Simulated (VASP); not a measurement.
Set up this calculation in VASP 6.6.1, as the native input.

```yaml
Task: band structure
Functional: PBE
Potentials_or_basis: VASP PAW PBE potentials, release 64 (In_d, Se)
Cutoff: 520 eV
k_mesh: 8 × 8 × 8
Occupations: fermi-dirac, width 0.05 eV
Spin: no spin polarisation
Further_INCAR_settings: ALGO = Normal; EDIFF = 1e-06
```

InSe:

```
CELL_PARAMETERS angstrom
2.00000 1.15470 8.44000
-2.00000 1.15470 8.44000
0.00000 -2.30940 8.44000
ATOMIC_POSITIONS crystal
In 0.88860 0.88860 0.88860
In 0.00000 0.00000 0.00000
Se 0.17190 0.17190 0.17190
Se 0.38350 0.38350 0.38350
```

The input as run:

POSCAR

```
InSe
1.0
    2.0000000000      1.1547005384      8.4400000000
   -2.0000000000      1.1547005384      8.4400000000
    0.0000000000     -2.3094010768      8.4400000000
In Se
2 2
Direct
    0.8886000000      0.8886000000      0.8886000000
    0.0000000000      0.0000000000      0.0000000000
    0.1719000000      0.1719000000      0.1719000000
    0.3835000000      0.3835000000      0.3835000000
```

INCAR.step1

```
PREC = Accurate
ENCUT = 520
EDIFF = 1E-6
ISMEAR = -1
SIGMA = 0.05
LREAL = False
LASPH = True
NELM = 80
ALGO = Normal
ISIF = 2
LWAVE = False
LCHARG = True
GGA = PE
```

KPOINTS.step1

```
Automatic mesh
0
Gamma
  8 8 8
```

INCAR.step2

```
PREC = Accurate
ENCUT = 520
EDIFF = 1E-6
ISMEAR = 0
SIGMA = 0.05
LREAL = False
LASPH = True
NELM = 80
ALGO = Normal
ISIF = 2
LWAVE = False
LCHARG = False
GGA = PE
ICHARG = 11
```

KPOINTS.step2

```
path GLB1,BZGX,QFP1Z,LP
20
line-mode
reciprocal
 0.0000000000  0.0000000000  0.0000000000  G
 0.5000000000  0.0000000000  0.0000000000  L

 0.5000000000  0.0000000000  0.0000000000  L
 0.5000000000  0.1791451724 -0.1791451724  B1

 0.8208548276  0.5000000000  0.1791451724  B
 0.5000000000  0.5000000000  0.5000000000  Z

 0.5000000000  0.5000000000  0.5000000000  Z
 0.0000000000  0.0000000000  0.0000000000  G

 0.0000000000  0.0000000000  0.0000000000  G
 0.3395725862  0.0000000000 -0.3395725862  X

 0.6604274138  0.3395725862  0.0000000000  Q
 0.5000000000  0.5000000000  0.0000000000  F

 0.5000000000  0.5000000000  0.0000000000  F
 0.6604274138  0.6604274138  0.1791451724  P1

 0.6604274138  0.6604274138  0.1791451724  P1
 0.5000000000  0.5000000000  0.5000000000  Z

 0.5000000000  0.0000000000  0.0000000000  L
 0.8208548276  0.3395725862  0.3395725862  P
```

Potentials or basis: VASP PAW PBE potentials, release 64 (In_d, Se).

Launch:

```sh
$ cat potpaw_PBE.64/In_d/POTCAR potpaw_PBE.64/Se/POTCAR > POTCAR
$ cp INCAR.step1 INCAR
$ cp KPOINTS.step1 KPOINTS
$ mpirun -np 1 vasp_std > vasp.out
$ cp INCAR.step2 INCAR
$ cp KPOINTS.step2 KPOINTS
$ mpirun -np 1 vasp_std > vasp.out
```

Results of the run:

```yaml
Band_gap_on_the_k_mesh: 0.43 eV, direct
Band_gap_along_the_path: 0.43 eV, direct
```

Caveat: the log is that of the step along the path at fixed density, whose energy, stress, charges and moments have no meaning; spin-orbit coupling is left out, which moves the levels of the heavy elements.

Wall time 27 min on 1 thread of Intel(R) Xeon(R) Platinum 8488C (Sapphire Rapids), on a shared host, peak memory 0.95 GiB.
